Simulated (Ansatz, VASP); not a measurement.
Two plane-wave programs on Te

```xyz
1
Lattice="-1.8560 1.8560 1.8560 1.8560 -1.8560 1.8560 1.8560 1.8560 -1.8560" Properties=species:S:1:pos:R:3 pbc="T T T"
Te    0.0000    0.0000    0.0000
```

Alike in both runs: task single point; functional revPBE; k mesh 13 × 13 × 13; occupations fermi-dirac, width 0.1 eV; no spin polarisation.

|  | VASP | Ansatz |
| --- | --- | --- |
| version | VASP 6.6.1 | Ansatz 0.2.0 |
| potentials or method | VASP PAW PBE potentials, release 64 (Te) | plane waves (420 eV) with PAW, scalar-relativistic |
| plane-wave cutoff (eV) | 520 | 420 |
| valence electrons in the cell | 6 | 16 |

VASP gave:

* pressure (GPa): 8.7

Problem. Estimate Ansatz's values.

Solution. Pressure (GPa): 8.9.

With one functional, cell and mesh, what is left measures potentials, basis and numerics. The two sets of potentials don't hold the same shells in valence.

Caveats: the PAW data sets were made with another functional, which shifts forces and pressure a little (VASP). Spin-orbit coupling is left out, which matters for the levels of Te.
